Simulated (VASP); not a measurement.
# KBr in VASP: notebook

Aim: see how the results for KBr move with the level of theory and the settings. Levels: PBE+TS, PBE, r2SCAN. Tasks: atomic charges, electron localisation function, single point.

Everything below comes from runs of VASP 6.6.1. Logs are shortened: lines on timing, memory, paths and dates and some standing lists are left out, and cuts for length are marked.

## 1. Starting point

The cell holds a molecule in a box, 2 atoms: a = 12.000 Å, b = 10.000 Å, c = 11.000 Å, α = 90.00°, β = 90.00°, γ = 90.00°.

## 2. Atomic charges, PBE+TS

The input, INCAR:

```
SYSTEM = KBr
PREC = Accurate
ENCUT = 520
EDIFF = 1E-6
ISMEAR = 0
SIGMA = 0.01
LREAL = .FALSE.
LASPH = .TRUE.
NELM = 80
ALGO = Normal
ISIF = 2
LWAVE = .FALSE.
LCHARG = .FALSE.
GGA = PE
IVDW = 2
LORBIT = 11
```

The input, KPOINTS:

```
regular mesh
0
G
  1 1 1
  0 0 0
```

The input, POSCAR:

```
KBr
1.0
   12.0000000000      0.0000000000      0.0000000000
    0.0000000000     10.0000000000      0.0000000000
    0.0000000000      0.0000000000     11.0000000000
K Br
1 1
Direct
    0.6021041700      0.4591400000      0.5586681800
    0.4000625000      0.5450600000      0.4475136400
```

Potentials or basis: VASP PAW PBE potentials, release 64 (K_sv, Br).

The run is started by

```bash
cat potpaw_PBE.64/K_sv/POTCAR potpaw_PBE.64/Br/POTCAR > POTCAR
mpirun -np 1 vasp_gam > vasp.out
```

OUTCAR:

```text
SYSTEM = KBr
   PREC = Accurate
   ENCUT = 520
   EDIFF = 1E-6
   ISMEAR = 0
   LREAL = .FALSE.
   LASPH = .TRUE.
   NELM = 80
   ISIF = 2
   GGA = PE
   IVDW = 2
   LORBIT = 11
  IVDW =   2

 ion  position               nearest neighbor table
   1  0.602  0.459  0.559-   2 2.85
   2  0.400  0.545  0.448-   1 2.85

  LATTYP: Found a simple orthorhombic cell.
 ALAT       =    10.0000000000
 B/A-ratio  =     1.1000000000
 C/A-ratio  =     1.2000000000

  Lattice vectors:

 A1 = (   0.0000000000,  10.0000000000,   0.0000000000)
 A2 = (   0.0000000000,   0.0000000000,  11.0000000000)
 A3 = (  12.0000000000,   0.0000000000,   0.0000000000)

Analysis of symmetry for initial positions (statically):
=====================================================================
 Subroutine PRICEL returns:
 Original cell was already a primitive cell.

 Routine SETGRP: Setting up the symmetry group for a
 simple orthorhombic supercell.

 Subroutine GETGRP returns: Found  1 space group operations
 (whereof  1 operations were pure point group operations)
 out of a pool of  8 trial point group operations.

The static configuration has the point symmetry C_1 .

Analysis of symmetry for dynamics (positions and initial velocities):
=====================================================================
 Subroutine PRICEL returns:
 Original cell was already a primitive cell.

 Routine SETGRP: Setting up the symmetry group for a
 simple orthorhombic supercell.

 Subroutine GETGRP returns: Found  1 space group operations
 (whereof  1 operations were pure point group operations)
 out of a pool of  8 trial point group operations.

The dynamic configuration has the point symmetry C_1 .

 Subroutine INISYM returns: Found  1 space group operations
 (whereof  1 operations are pure point group operations),
 and found     1 'primitive' translations

----------------------------------------------------------------------------------------

                                     Primitive cell

  volume of cell :    1320.0000

  direct lattice vectors                    reciprocal lattice vectors
    12.000000000  0.000000000  0.000000000     0.083333333  0.000000000  0.000000000
     0.000000000 10.000000000  0.000000000     0.000000000  0.100000000  0.000000000
     0.000000000  0.000000000 11.000000000     0.000000000  0.000000000  0.090909091

  length of vectors
    12.000000000 10.000000000 11.000000000     0.083333333  0.100000000  0.090909091

  position of ions in fractional coordinates (direct lattice)
     0.602104170  0.459140000  0.558668180
     0.400062500  0.545060000  0.447513640

  ion indices of the primitive-cell ions
   primitive index   ion index
                 1           1
                 2           2

----------------------------------------------------------------------------------------

 KPOINTS: regular mesh

Automatic generation of k-mesh.
 Grid dimensions read from file:
 generate k-points for:    1    1    1

 Generating k-lattice:

  Cartesian coordinates                     Fractional coordinates (reciprocal lattice)
     0.083333333  0.000000000  0.000000000     1.000000000  0.000000000  0.000000000
     0.000000000  0.100000000  0.000000000     0.000000000  1.000000000  0.000000000
     0.000000000  0.000000000  0.090909091     0.000000000  0.000000000  1.000000000

  Length of vectors
     0.083333333  0.100000000  0.090909091

  Shift w.r.t. Gamma in fractional coordinates (k-lattice)
     0.000000000  0.000000000  0.000000000

 Subroutine IBZKPT returns following result:
 ===========================================

 Found      1 irreducible k-points:

 Following reciprocal coordinates:
            Coordinates               Weight
  0.000000  0.000000  0.000000      1.000000
   k-points           NKPTS =      1   k-points in BZ     NKDIM =      1   number of bands    NBANDS=     12
   number of dos      NEDOS =    301   number of ions     NIONS =      2
   total plane-waves  NPLWV = 604800
   dimension x,y,z NGX =    90 NGY =   80 NGZ =   84
   dimension x,y,z NGXF=   180 NGYF=  160 NGZF=  168
   ions per type =               1   1
   NGX,Y,Z   is equivalent  to a cutoff of  12.47, 13.30, 12.70 a.u.
   NGXF,Y,Z  is equivalent  to a cutoff of  24.94, 26.60, 25.39 a.u.
 SYSTEM =  KBr
   PREC   = accura    normal or accurate (medium, high low for compatibility)
   ISTART =      0    job   : 0-new  1-cont  2-samecut
   ICHARG =      2    charge: 1-file 2-atom 10-const
   ISPIN  =      1    spin polarized calculation?
   LNONCOLLINEAR =      F non collinear calculations
   LSORBIT =      F    spin-orbit coupling
   LASPH  =      T    aspherical Exc in radial PAW
   ENCUT  =  520.0 eV  38.22 Ry    6.18 a.u.  22.31 18.59 20.45*2*pi/ulx,y,z
   NELM   =     80;   NELMIN=  2; NELMDL= -5     # of ELM steps
   EDIFF  = 0.1E-05   stopping-criterion for ELM
   LREAL  =      F    real-space projection
   EDIFFG = 0.1E-04   stopping-criterion for IOM
   NSW    =      0    number of steps for IOM
   IBRION =     -1    ionic relax: 0-MD 1-quasi-New 2-CG
   NFREE  =      0    steps in history (QN), initial steepest desc. (CG)
   ISIF   =      2    stress and relaxation
   ISYM   =      2    0-nonsym 1-usesym 2-fastsym
   POTIM  = 0.5000    time-step for ionic-motion
   TEBEG  =    0.0;   TEEND  =   0.0 temperature during run
   PSTRESS=    0.0 pullay stress
   NELECT =      16.0000    total number of electrons
   NUPDOWN=      -1.0000    fix difference up-down
   EMIN   =  10.00;   EMAX   =-10.00  energy-range for DOS
   EFERMI =   0.00;   METHOD = LEGACY
   ISMEAR =     0;   SIGMA  =   0.01  broadening in eV -4-tet -1-fermi 0-gaus
   EFERMI_NEDOS =   21; number of points for ismear=-14 and -15
   IALGO  =     38    algorithm
   IMIX   =      4    mixing-type and parameters
     AMIX     =   0.40;   BMIX     =  1.00
     AMIX_MAG =   1.60;   BMIX_MAG =  1.00
  volume/ion in A,a.u.               =     660.00      4453.90
  Fermi-wavevector in a.u.,A,eV,Ry     =   0.376060  0.710650  1.924149  0.141421
  Thomas-Fermi vector in A             =   1.307622
   LORBIT       =     11    0 simple, 1 ext, 2 COOP (PROOUT), +10 PAW based schemes
   GGA     = PE    functional components
   LHFCALC =     F    Hartree Fock is set to
   AEXX    =    0.0000 exact exchange contribution
   IVDW    =     2    specifies the selected vdW correction
   LEPSILON=     F    determine dielectric tensor
   LRPA    =     F    only Hartree local field effects (RPA)
 non-spin polarized calculation
 Gauss-broadening in eV      SIGMA  =   0.01
  energy-cutoff  :      520.00
  volume of cell :     1320.00
 maximum number of plane-waves:     17809
 NGX is ok and might be reduce to    90
   NGX = 45   NGY = 37   NGZ = 41

 number of electron      15.9999999 magnetization

 Free energy of the ion-electron system (eV)
  ---------------------------------------------------
  ext. energy  EPLUGINS =         0.00000000
  ---------------------------------------------------
  free energy    TOTEN  =        -4.42534429 eV

  energy without entropy =       -4.42534429  energy(sigma->0) =       -4.42534429

 E-fermi :  -4.4553     XC(G=0):  -0.9506

 val. band max:       -4.5223802804   @ k =   0.0000   0.0000   0.0000
 cond. band min:      -1.5678160998   @ k =   0.0000   0.0000   0.0000
 fundamental gap:      2.9545641805
 Fermi energy:        -4.4553474870

 k-point     1 :       0.0000    0.0000    0.0000
  band No.  band energies     occupation
      1     -35.2401      2.00000
      2     -18.7653      2.00000
      3     -18.7642      2.00000
      4     -18.7237      2.00000
      5     -16.2693      2.00000
      6      -4.8057      2.00000
      7      -4.5262      2.00000
      8      -4.5224      2.00000
      9      -1.5678      0.00000
     10       0.1323      0.00000
     11       0.1849      0.00000
     12       0.2432      0.00000

------------------------ aborting loop because EDIFF is reached ----------------------------------------

  Hirshfeld charges:
            ion         q(e)
   ------------------------------
      1     K        0.59550401
      2     Br      -0.59550401

  Tkatchenko/Scheffler method for vdW energy calculation

  Number of pair interactions contributing to vdW energy:    1174

  Edisp (eV):   -0.01061

  FORCE on cell =-STRESS in cart. coord.  units (eV):
  Direction    XX          YY          ZZ          XY          YZ          ZX
  --------------------------------------------------------------------------------------
  -------------------------------------------------------------------------------------
  Total      -0.28257     0.05431    -0.02232    -0.04478    -0.02512     0.04115
  in kB      -0.34298     0.06592    -0.02709    -0.05435    -0.03049     0.04994
  external pressure =       -0.10 kB  Pullay stress =        0.00 kB

 VOLUME and BASIS-vectors are now :
 -----------------------------------------------------------------------------
  energy-cutoff  :      520.00
  volume of cell :     1320.00
      direct lattice vectors                 reciprocal lattice vectors
    12.000000000  0.000000000  0.000000000     0.083333333  0.000000000  0.000000000
     0.000000000 10.000000000  0.000000000     0.000000000  0.100000000  0.000000000
     0.000000000  0.000000000 11.000000000     0.000000000  0.000000000  0.090909091

 POSITION                                       TOTAL-FORCE (eV/Angst)
 -----------------------------------------------------------------------------------
      7.22525      4.59140      6.14535        -0.004964     -0.012897      0.005174
      4.80075      5.45060      4.92265         0.004964      0.012897     -0.005174
 -----------------------------------------------------------------------------------
    total drift:                                0.000079      0.000228     -0.000209

  FREE ENERGIE OF THE ION-ELECTRON SYSTEM (eV)
  ---------------------------------------------------
  free  energy   TOTEN  =        -4.4359572995 eV

  energy  without entropy=       -4.4359572995  energy(sigma->0) =       -4.43595730

 total charge

# of ion       s       p       d       tot
------------------------------------------
    1        1.961   5.565   0.035   7.560
    2        1.603   3.262   0.002   4.866
--------------------------------------------------
tot          3.564   8.826   0.036  12.426
```

Run time: 1.8 min. Hardware: 1 thread of Intel Xeon Platinum 8259CL at 2.50GHz (Skylake/Cascade Lake), shared host; peak memory 1 GiB.

What came out:

| Quantity | Value |
| --- | --- |
| Free energy | -4.4360 eV |
| Largest force | 0.015 eV/Å |
| Gap between the frontier levels | 2.95 eV |
| Valence electrons inside the program's atomic spheres | K 7.56; Br 4.87 |
| Hirshfeld charges | K +0.60; Br -0.60 e |
| Dispersion energy per atom | -0.005 eV |

Forces in eV/Å, atoms in the order of the input:
```
K   -0.005 -0.013  0.005
Br   0.005  0.013 -0.005
```

## 3. Electron localisation function, PBE

The input, INCAR:

```
SYSTEM = KBr
PREC = Accurate
ENCUT = 520
EDIFF = 1E-6
ISMEAR = 0
SIGMA = 0.01
LREAL = .False.
LASPH = .True.
NELM = 80
ALGO = Fast
ISIF = 2
LWAVE = .False.
LCHARG = .True.
GGA = PE
LELF = .True.
```

The input, KPOINTS:

```
regular mesh
0
Gamma
  1 1 1
  0 0 0
```

POSCAR is that of step 2.

Potentials or basis: VASP PAW PBE potentials, release 64 (K_sv, Br).

The run is started by

```bash
cat potpaw_PBE.64/K_sv/POTCAR potpaw_PBE.64/Br/POTCAR > POTCAR
mpirun -np 1 vasp_gam > vasp.out
```

Wall time 2.1 min (1 thread of Intel Xeon Platinum 8259CL at 2.50GHz (Skylake/Cascade Lake), shared host); peak memory 0.99 GiB.

Results (log left out):

| Item | Value |
| --- | --- |
| Free energy | -4.4253 eV |
| Largest force | 0.033 eV/Å |
| Gap between the frontier levels | 2.95 eV |

Forces in eV/Å, atoms in the order of the input:
```
K   -0.032 -0.003 -0.008
Br   0.032  0.003  0.008
```

Levels at points of the mesh, in eV from the valence-band top:
```tsv
k point	band 4	band 5	band 6	band 7	band 8	band 9	band 10	band 11	band 12
(0.00, 0.00, 0.00)	-14.20	-11.75	-0.28	0.00	0.00	2.95	4.66	4.71	4.77
```

## 4. Single point, r2SCAN

The input, INCAR:

```
PREC = Accurate
ENCUT = 520
EDIFF = 1E-6
ISMEAR = 0
SIGMA = 0.01
LREAL = False
LASPH = True
NELM = 100
ALGO = Normal
ISIF = 2
LWAVE = False
LCHARG = True
METAGGA = R2SCAN
LMIXTAU = True
LELF = True
LVHAR = True
LVACPOTAV = True
```

The input, KPOINTS:

```
Automatic mesh
0
Gamma
  1 1 1
```

The input, POSCAR:

```
KBr
1.0
   12.0000000000      0.0000000000      0.0000000000
    0.0000000000     10.0000000000      0.0000000000
    0.0000000000      0.0000000000     11.0000000000
K Br
1 1
Cartesian
    7.2252500400      4.5914000000      6.1453499800
    4.8007500000      5.4506000000      4.9226500400
```

The run is started by

```bash
cat potpaw_PBE.64/K_sv/POTCAR potpaw_PBE.64/Br/POTCAR > POTCAR
mpirun -np 1 vasp_gam > vasp.out
```

Run time: 8.8 min. Hardware: 1 thread of Intel Xeon Platinum 8259CL at 2.50GHz (Skylake/Cascade Lake), shared host; peak memory 1.3 GiB.

The run converged. Its results:

```yaml
Free_energy: -21.2488 eV
Largest_force: 0.015 eV/Å
Gap_between_the_frontier_levels: 3.90 eV
```

Forces in eV/Å, atoms in the order of the input:
```
K   -0.008 -0.012  0.005
Br   0.008  0.012 -0.005
```

Levels at points of the mesh, in eV from the valence-band top:
| k point | band 4 | band 5 | band 6 | band 7 | band 8 | band 9 | band 10 | band 11 | band 12 |
| --- | --- | --- | --- | --- | --- | --- | --- | --- | --- |
| (0.00, 0.00, 0.00) | -14.70 | -12.16 | -0.25 | 0.00 | 0.00 | 3.90 | 5.39 | 5.41 | 5.48 |

Caveat: the PAW data sets were made with another functional, which shifts forces and pressure a little.

## 5. For comparison

An earlier run on the cell as given: functional PBE; potentials or basis VASP PAW PBE potentials, release 64 (K_sv, Br); cutoff 520 eV; k mesh 1 × 1 × 1; occupations gaussian, width 0.01 eV; no spin polarisation.

* Largest force: 0.032 eV/Å
* Gap between the frontier levels: 2.95 eV

## 6. Overview

| task | level | gap on the mesh (eV) | largest force (eV/Å) |
| --- | --- | --- | --- |
| atomic charges | PBE+TS | 2.95 | 0.01 |
| electron localisation function | PBE | 2.95 | 0.03 |
| single point | r2SCAN | 3.90 | 0.01 |
| single point | PBE | 2.95 | 0.03 |

Alike in all rows: potentials or basis VASP PAW PBE potentials, release 64 (K_sv, Br); no spin polarisation; cell as given; k mesh 1 × 1 × 1; cutoff (eV) 520; smearing gaussian 0.01 eV.

On the cell as given the gap runs from 2.95 eV (PBE+TS) to 3.90 eV (r2SCAN).

Caveats: the PAW data sets were made with another functional, which shifts forces and pressure a little (some runs).

Total energies depend on the potentials used, so only differences within one code and one set of settings carry meaning.
